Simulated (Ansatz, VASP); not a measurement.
**Two plane-wave programs on TePb**

```
Te Pb
1.0
     0.00000    3.26811    3.26811
     3.26811    0.00000    3.26811
     3.26811    3.26811    0.00000
Te Pb
1 1
Direct
  0.50000 0.50000 0.50000
  0.00000 0.00000 0.00000
```

Alike in both runs: functional r2SCAN; k mesh 8 × 8 × 8; occupations gaussian, width 0.02 eV; no spin polarisation.

Ansatz relaxed the structure, and its values are those at the end. VASP's run is a single point on that final structure, the one shown.

```csv
,VASP,Ansatz
version,VASP 6.6.1,Ansatz 0.2.0
potentials or method,"VASP PAW PBE potentials, release 64 (Te, Pb_d)","scalar-relativistic, plane waves, PAW"
plane-wave cutoff (eV),520,500
valence electrons in the cell,20,30
```

```tsv
	VASP	Ansatz	Ansatz less VASP
gap on the k mesh at the Fermi level (eV)	1.09	1.09	-0.003
least direct gap on the mesh (eV)	1.09	1.09	-0.003
pressure (GPa)	0.0	0.0	+0.01
```

The two sets of potentials don't hold the same shells in valence.

Caveats: the PAW data sets were made with another functional, which shifts forces and pressure a little (VASP); spin-orbit coupling is left out, which as a rule narrows the gap of such compounds by several tenths of an eV. A k mesh can miss the band edges.
